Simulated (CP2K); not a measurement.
An input for CP2K 2026.2 (Rb):

rb_bands.inp

```
&GLOBAL
  PROJECT rb_bands
  RUN_TYPE ENERGY_FORCE
  PRINT_LEVEL LOW
&END GLOBAL
&FORCE_EVAL
  METHOD QS
  STRESS_TENSOR ANALYTICAL
  &DFT
    BASIS_SET_FILE_NAME BASIS_MOLOPT
    POTENTIAL_FILE_NAME GTH_POTENTIALS
    &MGRID
      CUTOFF 450
      REL_CUTOFF 60
      NGRIDS 5
    &END MGRID
    &QS
      METHOD GPW
      EPS_DEFAULT 1.0E-9
    &END QS
    &KPOINTS
      SCHEME MONKHORST-PACK 7 7 7
      GAMMA_CENTERED T
      SYMMETRY T
      SYMMETRY_BACKEND SPGLIB
    &END KPOINTS
    &SCF
      SCF_GUESS ATOMIC
      EPS_SCF 1.0E-6
      MAX_SCF 100
      CHOLESKY OFF
      EPS_EIGVAL 1.0E-7
      &DIAGONALIZATION ON
        ALGORITHM STANDARD
      &END DIAGONALIZATION
      &MIXING ON
        METHOD BROYDEN_MIXING
        ALPHA 0.4
        BETA 1.5
        NBUFFER 8
      &END MIXING
      &SMEAR ON
        METHOD FERMI_DIRAC
        ELECTRONIC_TEMPERATURE [K] 580.226
      &END SMEAR
    &END SCF
    &XC
      &XC_FUNCTIONAL
        &GGA_X_PBE
        &END GGA_X_PBE
        &GGA_C_PBE
        &END GGA_C_PBE
      &END XC_FUNCTIONAL
    &END XC
    &PRINT
      &KPOINTS ON
      &END KPOINTS
      &MULLIKEN ON
      &END MULLIKEN
      &MO ON
        ENERGIES T
        OCCUPATION_NUMBERS T
        &EACH
          QS_SCF 0
        &END EACH
        ADD_LAST NUMERIC
      &END MO
      &BAND_STRUCTURE
        FILE_NAME bands.bs
        ADDED_MOS 4
        &KPOINT_SET
          UNITS B_VECTOR
          NPOINTS 6
          SPECIAL_POINT GAMMA 0.00000000 0.00000000 0.00000000
          SPECIAL_POINT H 0.50000000 -0.50000000 0.50000000
          SPECIAL_POINT N 0.00000000 0.00000000 0.50000000
          SPECIAL_POINT GAMMA 0.00000000 0.00000000 0.00000000
          SPECIAL_POINT P 0.25000000 0.25000000 0.25000000
          SPECIAL_POINT H 0.50000000 -0.50000000 0.50000000
        &END KPOINT_SET
        &KPOINT_SET
          UNITS B_VECTOR
          NPOINTS 6
          SPECIAL_POINT P 0.25000000 0.25000000 0.25000000
          SPECIAL_POINT N 0.00000000 0.00000000 0.50000000
        &END KPOINT_SET
      &END BAND_STRUCTURE
    &END PRINT
  &END DFT
  &SUBSYS
    &CELL
      A 4.8540723882 0.0000000000 0.0000000000
      B -1.6180241294 4.5764633361 0.0000000000
      C -1.6180241294 -2.2882316680 3.9633335086
      PERIODIC XYZ
    &END CELL
    &COORD
      SCALED
      Rb  0.0000000000 0.0000000000 0.0000000000
    &END COORD
    &KIND Rb
      BASIS_SET SZV-MOLOPT-SR-GTH-q9
      POTENTIAL GTH-PBE-q9
    &END KIND
    &PRINT
      &ATOMIC_COORDINATES ON
      &END ATOMIC_COORDINATES
      &CELL ON
      &END CELL
    &END PRINT
  &END SUBSYS
  &PRINT
    &FORCES ON
    &END FORCES
    &STRESS_TENSOR ON
    &END STRESS_TENSOR
  &END PRINT
&END FORCE_EVAL
```

Potentials or basis: GTH_POTENTIALS Rb GTH-PBE-q9; SZV-MOLOPT-SR-GTH basis.

Launch:

```console
$ OMP_NUM_THREADS=1 cp2k.psmp -i rb_bands.inp -o rb_bands.out
```

Task: How does this run end?

Result: The run stopped without a result. It printed:

rb_bands.out:

```text

 CP2K| version string:                                       CP2K version 2026.2
 CP2K| Input file name                                              rb_bands.inp

 GLOBAL| Force Environment number                                              1
 GLOBAL| Basis set file name                                        BASIS_MOLOPT
 GLOBAL| Potential file name                                      GTH_POTENTIALS
 GLOBAL| MM Potential file name                                     MM_POTENTIAL
 GLOBAL| Coordinate file name                                      __STD_INPUT__
 GLOBAL| Method name                                                        CP2K
[... 41 lines left out ...]
 *******************************************************************************
 *   ___                                                                       *
 *  /   \                                                                      *
 * [ABORT]                                                                     *
 *  \___/             Extra MOs (ADDED_MOS) are required for smearing          *
 *    |                                                                        *
 *  O/|                                                                        *
 * /| |                                                                        *
 * / \                                                   qs_environment.F:2248 *
 *******************************************************************************

 ===== Routine Calling Stack =====

            2 qs_init_subsys
            1 CP2K
```
